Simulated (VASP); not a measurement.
# Sc (Fm-3m) in VASP: a series of runs

The runs below take Sc through single point, with PBE.

All numbers are computed with VASP 6.6.1; they aren't measurements. Logs are shortened: lines on timing, memory, paths and dates and some standing lists are left out, and cuts for length are marked.

## Step 1: The undisturbed crystal

It takes space group Fm-3m (No. 225, cubic). The conventional cell has a = 4.520 Å, b = 4.520 Å, c = 4.520 Å, α = 90.00°, β = 90.00°, γ = 90.00°. Sc (site symmetry m-3m) has 12 Sc at 3.20 Å as nearest neighbours.

This isn't the form of Sc at room conditions, which is hcp.

## Step 2: Single point, PBE (volume scaled by 0.96)

Input file INCAR:

```
SYSTEM = Sc
ALGO     = Normal         ! electronic algorithm
EDIFF    = 1E-6           ! SCF threshold, eV
ENCUT    = 520            ! plane-wave cutoff, eV
GGA      = PE             ! functional
ISIF     = 2              ! what is computed and relaxed
ISMEAR   = -1             ! smearing method
LASPH    = .TRUE.         ! aspherical terms in the spheres
LCHARG   = .FALSE.        ! write CHGCAR
LREAL    = .FALSE.        ! projectors in reciprocal space
LWAVE    = .FALSE.        ! write WAVECAR
NBANDS   = 12             ! bands
NELM     = 100            ! most SCF steps
PREC     = Accurate       ! precision mode
SIGMA    = 0.05           ! smearing width, eV
```

Input file KPOINTS:

```
k-points
0
G
  10 10 10
  0 0 0
```

Input file POSCAR:

```
Sc
1.0
    0.0000000000      2.2294557152      2.2294557152
    2.2294557152      0.0000000000      2.2294557152
    2.2294557152      2.2294557152      0.0000000000
Sc
1
Direct
    0.0000000000      0.0000000000      0.0000000000
```

Potentials or basis: VASP PAW PBE potentials, release 64 (Sc_sv).

On the command line:

```console
$ cat potpaw_PBE.64/Sc_sv/POTCAR > POTCAR
$ mpirun -np 1 vasp_std > vasp.out
```

OUTCAR:

```text
SYSTEM = Sc
   EDIFF = 1E-6
   ENCUT = 520
   GGA = PE
   ISIF = 2
   ISMEAR = -1
   LASPH = .TRUE.
   LREAL = .FALSE.
   NELM = 100
   PREC = Accurate

 ion  position               nearest neighbor table
   1  0.000  0.000  0.000-

  LATTYP: Found a face centered cubic cell.
 ALAT       =     4.4589114304

  Lattice vectors:

 A1 = (   0.0000000000,   2.2294557152,   2.2294557152)
 A2 = (   2.2294557152,   0.0000000000,   2.2294557152)
 A3 = (   2.2294557152,   2.2294557152,   0.0000000000)

Analysis of symmetry for initial positions (statically):
=====================================================================
 Subroutine PRICEL returns:
 Original cell was already a primitive cell.

 Routine SETGRP: Setting up the symmetry group for a
 face centered cubic supercell.

 Subroutine GETGRP returns: Found 48 space group operations
 (whereof 48 operations were pure point group operations)
 out of a pool of 48 trial point group operations.

The static configuration has the point symmetry O_h .

Analysis of symmetry for dynamics (positions and initial velocities):
=====================================================================
 Subroutine PRICEL returns:
 Original cell was already a primitive cell.

 Routine SETGRP: Setting up the symmetry group for a
 face centered cubic supercell.

 Subroutine GETGRP returns: Found 48 space group operations
 (whereof 48 operations were pure point group operations)
 out of a pool of 48 trial point group operations.

The dynamic configuration has the point symmetry O_h .

 Subroutine INISYM returns: Found 48 space group operations
 (whereof 48 operations are pure point group operations),
 and found     1 'primitive' translations

----------------------------------------------------------------------------------------

                                     Primitive cell

  volume of cell :      22.1629

  direct lattice vectors                    reciprocal lattice vectors
     0.000000000  2.229455715  2.229455715    -0.224269985  0.224269985  0.224269985
     2.229455715  0.000000000  2.229455715     0.224269985 -0.224269985  0.224269985
     2.229455715  2.229455715  0.000000000     0.224269985  0.224269985 -0.224269985

  length of vectors
     3.152926509  3.152926509  3.152926509     0.388447009  0.388447009  0.388447009

  position of ions in fractional coordinates (direct lattice)
     0.000000000  0.000000000  0.000000000

  ion indices of the primitive-cell ions
   primitive index   ion index
                 1           1

----------------------------------------------------------------------------------------

 KPOINTS: k-points

Automatic generation of k-mesh.
 Grid dimensions read from file:
 generate k-points for:   10   10   10

 Generating k-lattice:

  Cartesian coordinates                     Fractional coordinates (reciprocal lattice)
    -0.022426999  0.022426999  0.022426999     0.100000000  0.000000000  0.000000000
     0.022426999 -0.022426999  0.022426999     0.000000000  0.100000000  0.000000000
     0.022426999  0.022426999 -0.022426999     0.000000000  0.000000000  0.100000000

  Length of vectors
     0.038844701  0.038844701  0.038844701

  Shift w.r.t. Gamma in fractional coordinates (k-lattice)
     0.000000000  0.000000000  0.000000000

 Subroutine IBZKPT returns following result:
 ===========================================

 Found     47 irreducible k-points:

 Following reciprocal coordinates:
            Coordinates               Weight
  0.000000  0.000000  0.000000      1.000000
  0.100000  0.000000  0.000000      8.000000
  0.200000  0.000000  0.000000      8.000000
  0.300000  0.000000  0.000000      8.000000
  0.400000  0.000000  0.000000      8.000000
  0.500000  0.000000  0.000000      4.000000
[... 16 lines left out ...]
  0.300000  0.300000  0.000000      6.000000
  0.400000  0.300000  0.000000     24.000000
 [... further k-points ...]
   k-points           NKPTS =     47   k-points in BZ     NKDIM =     47   number of bands    NBANDS=     12
   number of dos      NEDOS =    301   number of ions     NIONS =      1
   total plane-waves  NPLWV =  13824
   dimension x,y,z NGX =    24 NGY =   24 NGZ =   24
   dimension x,y,z NGXF=    48 NGYF=   48 NGZF=   48
   ions per type =               1
   NGX,Y,Z   is equivalent  to a cutoff of  12.65, 12.65, 12.65 a.u.
   NGXF,Y,Z  is equivalent  to a cutoff of  25.31, 25.31, 25.31 a.u.
 SYSTEM =  Sc
   PREC   = accura    normal or accurate (medium, high low for compatibility)
   ISTART =      0    job   : 0-new  1-cont  2-samecut
   ICHARG =      2    charge: 1-file 2-atom 10-const
   ISPIN  =      1    spin polarized calculation?
   LNONCOLLINEAR =      F non collinear calculations
   LSORBIT =      F    spin-orbit coupling
   LASPH  =      T    aspherical Exc in radial PAW
   ENCUT  =  520.0 eV  38.22 Ry    6.18 a.u.   5.86  5.86  5.86*2*pi/ulx,y,z
   NELM   =    100;   NELMIN=  2; NELMDL= -5     # of ELM steps
   EDIFF  = 0.1E-05   stopping-criterion for ELM
   LREAL  =      F    real-space projection
   EDIFFG = 0.1E-04   stopping-criterion for IOM
   NSW    =      0    number of steps for IOM
   IBRION =     -1    ionic relax: 0-MD 1-quasi-New 2-CG
   NFREE  =      0    steps in history (QN), initial steepest desc. (CG)
   ISIF   =      2    stress and relaxation
   ISYM   =      2    0-nonsym 1-usesym 2-fastsym
   POTIM  = 0.5000    time-step for ionic-motion
   TEBEG  =    0.0;   TEEND  =   0.0 temperature during run
   PSTRESS=    0.0 pullay stress
   NELECT =      11.0000    total number of electrons
   NUPDOWN=      -1.0000    fix difference up-down
   EMIN   =  10.00;   EMAX   =-10.00  energy-range for DOS
   EFERMI =   0.00;   METHOD = LEGACY
   ISMEAR =    -1;   SIGMA  =   0.05  broadening in eV -4-tet -1-fermi 0-gaus
   EFERMI_NEDOS =   21; number of points for ismear=-14 and -15
   IALGO  =     38    algorithm
   IMIX   =      4    mixing-type and parameters
     AMIX     =   0.40;   BMIX     =  1.00
     AMIX_MAG =   1.60;   BMIX_MAG =  1.00
  volume/ion in A,a.u.               =      22.16       149.56
  Fermi-wavevector in a.u.,A,eV,Ry     =   1.296175  2.449415 22.858725  1.680069
  Thomas-Fermi vector in A             =   2.427648
   LORBIT       =      0    0 simple, 1 ext, 2 COOP (PROOUT), +10 PAW based schemes
   GGA     = PE    functional components
[... 5 lines left out ...]
 non-spin polarized calculation
  energy-cutoff  :      520.00
  volume of cell :       22.16
 maximum number of plane-waves:       610
   NGX = 11   NGY = 11   NGZ = 11

 number of electron      11.0000004 magnetization

 Free energy of the ion-electron system (eV)
  ---------------------------------------------------
  ext. energy  EPLUGINS =         0.00000000
  ---------------------------------------------------
  free energy    TOTEN  =        -6.15865401 eV

  energy without entropy =       -6.14310673  energy(sigma->0) =       -6.15088037

 E-fermi :   4.3835     XC(G=0): -10.3079

 val. band max:        4.3762434203   @ k =  -0.3000   0.4000   0.2000
 cond. band min:       4.4028486260   @ k =   0.4000   0.3000   0.1000
 fundamental gap:      0.0266052056
 Fermi energy:         4.3834782796

 k-point     1 :       0.0000    0.0000    0.0000
  band No.  band energies     occupation
      1     -44.7652      2.00000
      2     -23.1092      2.00000
      3     -23.1092      2.00000
      4     -23.1092      2.00000
      5      -0.9865      2.00000
      6       6.1170      0.00000
      7       6.1170      0.00000
      8       6.1170      0.00000
      9       7.7025      0.00000
     10       7.7025      0.00000
     11      17.4878      0.00000
     12      21.3222      0.00000

 k-point     2 :       0.1000    0.0000    0.0000
  band No.  band energies     occupation
      1     -44.7563      2.00000
      2     -23.1651      2.00000
      3     -23.1161      2.00000
      4     -23.1161      2.00000
      5      -0.7088      2.00000
      6       5.9070      0.00000
      7       6.2185      0.00000
      8       6.2185      0.00000
      9       7.6314      0.00000
     10       7.6314      0.00000
     11      17.7623      0.00000
     12      19.5711      0.00000

 k-point     3 :       0.2000    0.0000    0.0000
  band No.  band energies     occupation
      1     -44.7331      2.00000
      2     -23.3095      2.00000
      3     -23.1343      2.00000
      4     -23.1343      2.00000
      5       0.0669      2.00000
      6       5.4272      0.00000
      7       6.3663      0.00000
      8       6.3663      0.00000
      9       7.6129      0.00000
     10       7.6129      0.00000
     11      16.9020      0.00000
     12      18.3798      0.00000
[... 286 lines left out ...]
 k-point    23 :       0.3000    0.3000    0.0000
  band No.  band energies     occupation
      1     -44.6843      2.00000
      2     -23.4648      2.00000
      3     -23.2392      2.00000
      4     -23.2392      2.00000
      5       1.6960      2.00000
      6       4.3237      1.53540
      7       5.9588      0.00000
      8       7.5904      0.00000
      9       7.5904      0.00000
     10       8.3522      0.00000
     11      17.1065      0.00000
     12      17.1067      0.00000

 k-point    24 :       0.4000    0.3000    0.0000
  band No.  band energies     occupation
      1     -44.6658      2.00000
      2     -23.5378      2.00000
      3     -23.2793      2.00000
      4     -23.2612      2.00000
      5       2.3558      2.00000
      6       4.0758      1.99576
      7       5.7227      0.00000
      8       7.7348      0.00000
      9       8.3461      0.00000
     10       8.6731      0.00000
     11      15.1043      0.00000
     12      16.3674      0.00000

 [... further k-points ...]
[... 5 lines left out ...]
  --------------------------------------------------------------------------------------
  -------------------------------------------------------------------------------------
  Total        0.9101279      0.9101279      0.9101279      0.0000000     -0.0000000      0.0000000
  in kB       65.7940252     65.7940252     65.7940252      0.0000000     -0.0000000      0.0000000
  external PRESSURE =      65.7940252 kB  Pullay stress =       0.0000000 kB

 VOLUME and BASIS-vectors are now :
 -----------------------------------------------------------------------------
  energy-cutoff  :      520.00
  volume of cell :       22.16
      direct lattice vectors                 reciprocal lattice vectors
     0.000000000  2.229455715  2.229455715    -0.224269985  0.224269985  0.224269985
     2.229455715  0.000000000  2.229455715     0.224269985 -0.224269985  0.224269985
     2.229455715  2.229455715  0.000000000     0.224269985  0.224269985 -0.224269985

 POSITION                                       TOTAL-FORCE (eV/Angst)
 -----------------------------------------------------------------------------------
      0.00000      0.00000      0.00000         0.000000      0.000000      0.000000
 -----------------------------------------------------------------------------------
    total drift:                                0.000000     -0.000000     -0.000000

  FREE ENERGIE OF THE ION-ELECTRON SYSTEM (eV)
  ---------------------------------------------------
  free  energy   TOTEN  =        -6.1586540062 eV

  energy  without entropy=       -6.1431067296  energy(sigma->0) =       -6.15088037
```

It took 8.1 s on 1 thread of AMD EPYC 7R13 (Zen 3), shared host; peak memory 0.11 GiB.

Results:

| Property | Result |
| --- | --- |
| Free energy | -6.1587 eV |
| Pressure | 6.6 GPa |
| Band gap on the k mesh | none (metal or under the smearing width) |

Levels at points of the mesh, in eV from the Fermi level:
| k point | band 3 | band 4 | band 5 | band 6 | band 7 | band 8 |
| --- | --- | --- | --- | --- | --- | --- |
| (0.00, 0.00, 0.00) | -27.49 | -27.49 | -5.37 | 1.73 | 1.73 | 1.73 |
| (0.50, 0.00, 0.00) | -27.56 | -27.56 | -1.88 | 0.46 | 1.60 | 1.60 |
| (0.50, 0.50, 0.00) | -27.69 | -27.69 | -1.75 | -0.78 | 2.33 | 4.35 |

## Step 3: Single point, PBE (volume scaled by 1.04)

Input file INCAR:

```
ALGO = Normal
EDIFF = 1E-6
ENCUT = 520
GGA = PE
ISIF = 2
ISMEAR = -1
LASPH = T
LCHARG = F
LREAL = F
LWAVE = F
NBANDS = 12
NELM = 60
PREC = Accurate
SIGMA = 0.05
```

Input file KPOINTS:

```
k-points
0
Gamma
  10 10 10
```

Input file POSCAR:

```
Sc
1.0
    0.0000000000      2.2897402526      2.2897402526
    2.2897402526      0.0000000000      2.2897402526
    2.2897402526      2.2897402526      0.0000000000
Sc
1
Direct
    0.0000000000      0.0000000000      0.0000000000
```

Potentials or basis: VASP PAW PBE potentials, release 64 (Sc_sv).

On the command line:

```console
$ cat potpaw_PBE.64/Sc_sv/POTCAR > POTCAR
$ mpirun -np 1 vasp_std > vasp.out
```

It took 9.1 s on 1 thread of AMD EPYC 7R13 (Zen 3), shared host; peak memory 0.11 GiB.

Results (log left out):

```yaml
Free_energy: -6.2044 eV
Pressure: 1.5 GPa
Band_gap_on_the_k_mesh: none (metal or under the smearing width)
```

Levels at points of the mesh, in eV from the Fermi level:
| k point | band 1 | band 2 | band 3 | band 4 | band 5 | band 6 | band 7 | band 8 | band 9 | band 10 |
| --- | --- | --- | --- | --- | --- | --- | --- | --- | --- | --- |
| (0.00, 0.00, 0.00) | -49.36 | -27.76 | -27.76 | -27.76 | -5.24 | 1.62 | 1.62 | 1.62 | 3.05 | 3.05 |
| (0.50, 0.00, 0.00) | -49.30 | -28.19 | -27.82 | -27.82 | -1.79 | 0.28 | 1.51 | 1.51 | 3.97 | 3.97 |
| (0.50, 0.50, 0.00) | -49.27 | -28.17 | -27.92 | -27.92 | -1.57 | -0.66 | 2.01 | 3.97 | 4.21 | 4.21 |
